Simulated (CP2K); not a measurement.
Input of a CP2K 2026.2 run:

File inas_scf.inp:

```
&GLOBAL
  PROJECT inas_scf
  RUN_TYPE ENERGY_FORCE
  PRINT_LEVEL LOW
&END GLOBAL
&FORCE_EVAL
  METHOD QS
  STRESS_TENSOR ANALYTICAL
  &DFT
    BASIS_SET_FILE_NAME BASIS_MOLOPT_UZH
    POTENTIAL_FILE_NAME POTENTIAL_UZH
    &MGRID
      CUTOFF 450
      REL_CUTOFF 60
      NGRIDS 4
    &END MGRID
    &QS
      METHOD GPW
      EPS_DEFAULT 1.0E-10
    &END QS
    &KPOINTS
      SCHEME MONKHORST-PACK 8 8 8
      GAMMA_CENTERED T
      SYMMETRY T
      SYMMETRY_BACKEND SPGLIB
    &END KPOINTS
    &SCF
      SCF_GUESS ATOMIC
      EPS_SCF 1.0E-6
      MAX_SCF 100
      ADDED_MOS 10
      CHOLESKY OFF
      EPS_EIGVAL 1.0E-7
      &DIAGONALIZATION ON
        ALGORITHM STANDARD
      &END DIAGONALIZATION
      &MIXING ON
        METHOD BROYDEN_MIXING
        ALPHA 0.4
        BETA 1.5
        NBUFFER 8
      &END MIXING
      &SMEAR ON
        METHOD GAUSSIAN
        SIGMA [eV] 0.015
      &END SMEAR
    &END SCF
    &XC
      &XC_FUNCTIONAL PBE
      &END XC_FUNCTIONAL
    &END XC
    &PRINT
      &KPOINTS ON
      &END KPOINTS
      &MULLIKEN ON
      &END MULLIKEN
      &MO ON
        ENERGIES T
        OCCUPATION_NUMBERS T
        &EACH
          QS_SCF 0
        &END EACH
        ADD_LAST NUMERIC
      &END MO
      &LOWDIN ON
      &END LOWDIN
      &HIRSHFELD ON
        SHAPE_FUNCTION DENSITY
      &END HIRSHFELD
    &END PRINT
  &END DFT
  &SUBSYS
    &CELL
      A 4.2680965312 0.0000000000 0.0000000000
      B 2.1340482656 3.6962800219 0.0000000000
      C 2.1340482656 1.2320933406 3.4848862248
      PERIODIC XYZ
    &END CELL
    &COORD
      SCALED
      In  0.0000000000 0.0000000000 0.0000000000
      As  0.7500000000 0.7500000000 0.7500000000
    &END COORD
    &KIND In
      BASIS_SET TZVP-MOLOPT-PBE-GTH-q13
      POTENTIAL GTH-PBE-q13
    &END KIND
    &KIND As
      BASIS_SET TZVP-MOLOPT-PBE-GTH-q5
      POTENTIAL GTH-PBE-q5
    &END KIND
    &PRINT
      &ATOMIC_COORDINATES ON
      &END ATOMIC_COORDINATES
      &CELL ON
      &END CELL
    &END PRINT
  &END SUBSYS
  &PRINT
    &FORCES ON
    &END FORCES
    &STRESS_TENSOR ON
    &END STRESS_TENSOR
  &END PRINT
&END FORCE_EVAL
```

Potentials or basis: POTENTIAL_UZH In GTH-PBE-q13, As GTH-PBE-q5; TZVP-MOLOPT-PBE-GTH basis.

Launch:

```bash
$ OMP_NUM_THREADS=1 cp2k.psmp -i inas_scf.inp -o inas_scf.out
```

**Question.** What does it give for the pressure?

**Answer.** 4.8 GPa.

**Question.** Predict the band gap on the k mesh.

**Answer.** None (metal or under the smearing width).

**Question.** What does it give for the Hirshfeld charges?

**Answer.** In +0.20; As -0.20 e.

**Question.** Estimate the Mulliken charges.

**Answer.** In +0.16; As -0.16 e.

Caveat: the basis of atomic orbitals isn't converged, which shifts pressures, moduli and gaps.

**What was measured.**

From a printed reference work, data compilation, for a bulk crystal of InAs at 4.2 K: band gap 0.418 eV (direct).

A measured gap of InAs is 0.418 eV (direct; 4.2 K; a printed reference work, data compilation); the calculated 0.00 eV misses it by -0.42 eV. Spin-orbit coupling on As, In is left out. The value is that of PBE in an atomic basis (POTENTIAL_UZH In GTH-PBE-q13, As GTH-PBE-q5; TZVP-MOLOPT-PBE-GTH basis), whose error adds to the functional's, on a finite k mesh, which can miss the band edges, without temperature or zero-point motion. Semilocal functionals fall short of measured gaps as a rule.
